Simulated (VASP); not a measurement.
**Te: single point with PBE**

Crystal: Te.

```
Te
1.0
     4.28079    0.00000    0.00000
    -2.14040    3.73202    0.03861
     0.00000    0.05925    5.71283
Te
3
Cartesian
  3.1527 0.0197 1.9043
  -1.5764 2.8232 3.8220
  0.5640 0.9483 0.0252
```

The cell isn't the ideal one: strained and moved within a subgroup.

- Program: VASP 6.6.1
- Task: single point
- Functional: PBE
- Potentials or basis: VASP PAW PBE potentials, release 64 (Te)
- Cutoff: 520 eV
- k mesh: 9 × 9 × 6
- Occupations: gaussian, width 0.05 eV
- Spin: no spin polarisation

The pressure is 10.5 GPa, the largest force is 1.426 eV/Å and the band gap on the k mesh is 0.10 eV, direct.

Forces in eV/Å, atoms in the order of the input:
```
Te  -1.426  0.000  0.000
Te   0.713 -1.102  0.354
Te   0.713  1.102 -0.354
```

Stress tensor (GPa, compression positive):
```
 9.95  0.00  0.00
 0.00  7.81 -1.68
 0.00 -1.68 13.61
```

Levels at points of the mesh, in eV from the valence-band top:
```csv
k point,band 6,band 7,band 8,band 9,band 10,band 11,band 12,band 13
"(0.00, 0.00, 0.00)",-3.02,-2.08,-2.00,-0.94,0.94,1.24,1.72,4.53
"(0.00, 0.00, 0.50)",-3.00,-1.73,-1.41,-1.32,0.36,0.61,0.68,3.52
```

Run time: 2.2 min on 1 thread of Intel(R) Xeon(R) Platinum 8488C (Sapphire Rapids), with other jobs on the host, peak memory 0.3 GiB.

Caveat: spin-orbit coupling is left out, which moves the levels of the heavy elements; an odd mesh through Γ misses points on the zone boundary, where band edges often lie; forces of over 1 eV/Å show positions far from the minimum, so gaps and moduli don't describe the material at rest.
